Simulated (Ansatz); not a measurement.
## Ta in Ansatz: convergence with scf exx energy threshold

The system is Ta.

```
Ta
1.0
    -1.71384    1.66380    1.60595
     1.69320   -1.68230    1.60382
     1.68622    1.65469   -1.62445
Ta
1
Direct
  0.00000 0.00000 0.00000
```

* Program: Ansatz 0.2.0
* Task: convergence study
* Functional: HSE06
* Potentials or basis: Ansatz PAW
* Cutoff: 420 eV (not typed: the program's choice for these potentials)
* k mesh: 6 × 6 × 6
* Occupations: gaussian, width 0.05 eV
* Spin: no spin polarisation

These are the settings of the first run; the series varies scf exx energy threshold, with any setting tied to it.

Hardware: 2 threads of Arm Neoverse V1, with other jobs on the host.

```tsv
scf exx energy threshold	energy less the tightest run, at zero smearing (meV/atom)	SCF cycles	CPU time (s)	peak memory (GiB)
0.01	0.00	16	29	0.68
0.001	0.00	16	29	0.68
0.0001	0.00	16	29	0.69
1e-05	0.00	16	30	0.68
1e-06	0.00	16	29	0.69
1e-07	0.00	19	32	0.68
```

Against the tightest run, the energy stays within 1 meV/atom from 0.01 on. The tightest run that finished is the yardstick and may itself not be fully converged.

Caveat, for the tightest run too: the k mesh is coarse (spacing up to 0.46 Å⁻¹), so the values aren't converged, least of all with exact exchange. Spin-orbit coupling is left out, which matters for the levels of Ta.
